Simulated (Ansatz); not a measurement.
# MoP4: the cost of one run

Program: Ansatz 0.2.0. Level of theory: DFT PBEsol, scalar-relativistic, plane waves, PAW. These are calculated values, not measurements.

3 further runs of the same task are left out: 3 set aside as unsound or not needed. Runs told in other sessions of the task aren't counted.

## Step 1: The structure to begin with

It takes space group C2/c (No. 15, monoclinic). The conventional cell has a = 5.294 Å, b = 11.114 Å, c = 5.778 Å, α = 90.00°, β = 110.51°, γ = 90.00°. Mo (site symmetry 2) has 6 P at 2.38 to 2.45 Å in its first shell of neighbours. Around P (site symmetry 1) lie 2 P at 2.20 to 2.23 Å and 2 Mo at 2.38 to 2.45 Å. P (site symmetry 1) has 3 P at 2.21 to 2.23 Å and 1 Mo at 2.42 Å in its first shell of neighbours.

Structure file:

```cif
data_structure
_symmetry_space_group_name_H-M 'C2/c'
_symmetry_Int_Tables_number 15
_cell_length_a 5.2938
_cell_length_b 11.1144
_cell_length_c 5.7779
_cell_angle_alpha 90.000
_cell_angle_beta 110.509
_cell_angle_gamma 90.000
_cell_volume 318.41
loop_
_atom_site_label
_atom_site_type_symbol
_atom_site_symmetry_multiplicity
_atom_site_Wyckoff_symbol
_atom_site_fract_x
_atom_site_fract_y
_atom_site_fract_z
_atom_site_occupancy
Mo1 Mo 4 e 0.50000 0.55795 0.75000 1
P1 P 8 f 0.77857 0.59562 0.18200 1
P2 P 8 f 0.77710 0.72022 0.69006 1
```

It is built from the cell relaxed beforehand with the same method (15.92 Å³/atom).

## Step 2: Zero of energy

The cell is repeated 2 times, 20 atoms in all. The reference gives a free energy of -31438.8589 eV, pressure -0.01 GPa, largest force 0.006 eV/Å and gap on the mesh none (metal). It was computed beforehand with the settings of the runs below.

## Step 3: The scan: sliding across a plane

The cut lies on the cell's a–b face, a (0 -1 0) plane of area 28.65 Å², between layers 1.38 Å apart (P below, P above); the cell is 11.1 Å thick. Vector c is tilted by f times 1·a + 0·b (length 5.294 Å) with the atoms' Cartesian places fixed: one unrelaxed fault per cell.

## Step 4: Point f = 0.200

File input.yaml:

```yaml
crystal:
  lattice:
    - [-5.2937800549, 0.0, -0.0096682952]
    - [2.0341942202, 0.0, -5.4080039704]
    - [-1.058756011, -11.114434128, -0.001933659]
  atoms:
    - { symbol: Mo, position: [0.843170837, 0.75, 0.7841458152] }
    - { symbol: Mo, position: [0.443170837, 0.75, 0.2841458152] }
    - { symbol: Mo, position: [0.819989163, 0.25, 0.9000541848] }
    - { symbol: Mo, position: [0.419989163, 0.25, 0.4000541848] }
    - { symbol: P, position: [0.1721301422, 0.3180001455, 0.2464801744] }
    - { symbol: P, position: [0.5721301422, 0.3180001455, 0.7464801744] }
    - { symbol: P, position: [0.729277788, 0.1819998545, 0.2464801744] }
    - { symbol: P, position: [0.129277788, 0.1819998545, 0.7464801744] }
    - { symbol: P, position: [0.6910298578, 0.6819998545, 0.4377198256] }
    - { symbol: P, position: [0.0910298578, 0.6819998545, 0.9377198256] }
    - { symbol: P, position: [0.133882212, 0.8180001455, 0.4377198256] }
    - { symbol: P, position: [0.533882212, 0.8180001455, 0.9377198256] }
    - { symbol: P, position: [0.1985248367, 0.8099449802, 0.1218837351] }
    - { symbol: P, position: [0.5985248367, 0.8099449802, 0.6218837351] }
    - { symbol: P, position: [0.7527216693, 0.6900550198, 0.1218837351] }
    - { symbol: P, position: [0.1527216693, 0.6900550198, 0.6218837351] }
    - { symbol: P, position: [0.6646351633, 0.1900550198, 0.5623162649] }
    - { symbol: P, position: [0.2646351633, 0.1900550198, 0.0623162649] }
    - { symbol: P, position: [0.1104383307, 0.3099449802, 0.5623162649] }
    - { symbol: P, position: [0.7104383307, 0.3099449802, 0.0623162649] }
basis:
  ecutwfc: 420
kpoints:
  mp_grid: { grid: [8, 7, 4] }
hamiltonian:
  xc: pbesol
scf:
  occupations: { method: gaussian, width: 0.15 }
output:
  forces: true
  stress: true
  eigenvalues: true
```

Run with:

```bash
> ansatz run input.yaml --threads 2 --pin off --max-ram 5120MiB --backend cpu --events-out ev --progress --plain --runs-dir out
```

**Question.** How long does this run take on 2 threads of Intel Xeon 6975P-C (Granite Rapids), shared host, and how much memory does it need?

About 74 s, with a peak of 2.2 GiB.
